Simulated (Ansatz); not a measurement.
## I in Ansatz: the effect of target pressure

The system is I.

```
I
1.0
     3.63503   -2.39502    0.00000
     3.63503    2.39502    0.00000
     0.00000    0.00000    9.79344
I
4
Cartesian
  3.6350 -0.7152 3.7646
  3.6350 1.6799 1.1321
  3.6350 0.7152 6.0288
  3.6350 -1.6799 8.6613
```

Alike in all runs:

* Program: Ansatz 0.2.0
* Task: relaxation of cell and atoms
* Functional: PBEsol
* Potentials or basis: all-electron LAPW, scalar-relativistic
* Basis error allowed: 0.002 eV/atom
* k mesh: 7 × 7 × 3
* Occupations: fermi-dirac, width 0.05 eV
* Spin: no spin polarisation

Each run relaxes the cell or the atoms first.

```csv
target pressure,relaxed volume (Å³/atom)
0 GPa,39.61
5 GPa,31.73
10 GPa,28.74
20 GPa,?
30 GPa,22.66
```

What does the run with target pressure 20 GPa give?

Relaxed volume 24.70 Å³/atom.

Worked out: A parabola through the other rows of the relaxed volume, of slope -0.266 Å³/atom per GPa there, gives 22.55 Å³/atom, against the run's 24.70.

Caveats: the volume moved by over 15 % at a fixed basis, so the end points are rough (some runs).

The runs don't all hold the same shells in valence.
